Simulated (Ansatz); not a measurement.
# Cr: the cost of one run

Computed with Ansatz 0.2.0 (DFT r2SCAN, scalar-relativistic, plane waves, PAW, unless a step's input says otherwise).

### 1 The structure to begin with

The structure is trigonal, space group P3_121 (No. 152). Conventional cell: a = 3.441 Å, b = 3.441 Å, c = 3.904 Å, α = 90.00°, β = 90.00°, γ = 120.00°. Cr (site symmetry 2) is surrounded by 2 Cr at 1.87 Å.

As a file:

```cif
data_structure
_symmetry_space_group_name_H-M 'P 1'
_symmetry_Int_Tables_number 1
_cell_length_a 3.4413
_cell_length_b 3.4413
_cell_length_c 3.9042
_cell_angle_alpha 90.000
_cell_angle_beta 90.000
_cell_angle_gamma 120.000
_cell_volume 40.04
loop_
_atom_site_label
_atom_site_type_symbol
_atom_site_fract_x
_atom_site_fract_y
_atom_site_fract_z
_atom_site_occupancy
Cr1 Cr 0.22540 0.00000 0.33333 1
Cr2 Cr 0.00000 0.22540 0.66667 1
Cr3 Cr 0.77460 0.77460 0.00000 1
```

(A quick probe on a coarse mesh, which set the mesh and smearing, is not shown.)

### 3 Coarse relaxation

File input.yaml:

```yaml
crystal:
  lattice:
    - [3.4412579625, 0.0, 0.0]
    - [-1.7206289813, 2.9802168165, 0.0]
    - [0.0, 0.0, 3.9042223541]
  atoms:
    - { symbol: Cr, position: [0.2254, 0.0, 0.3333333333] }
    - { symbol: Cr, position: [0.0, 0.2254, 0.6666666667] }
    - { symbol: Cr, position: [0.7746, 0.7746, 0.0] }
basis:
  ecutwfc: 500
kpoints:
  mp_grid: { grid: [6, 6, 4] }
hamiltonian:
  xc: r2scan
scf:
  occupations: { method: gaussian, width: 0.1 }
  lower_state_search: "off"
output:
  forces: true
  stress: true
  eigenvalues: true
relax:
  adjacent_minimum: "off"
  f_tol: 0.04
  max_steps: 70
  cell: { stress_tol: 0.4 }
```

Q: Estimate wall time and peak memory on 4 threads of an x86-64 CPU, shared host.

About 25 s, with a peak of 0.6 GiB.
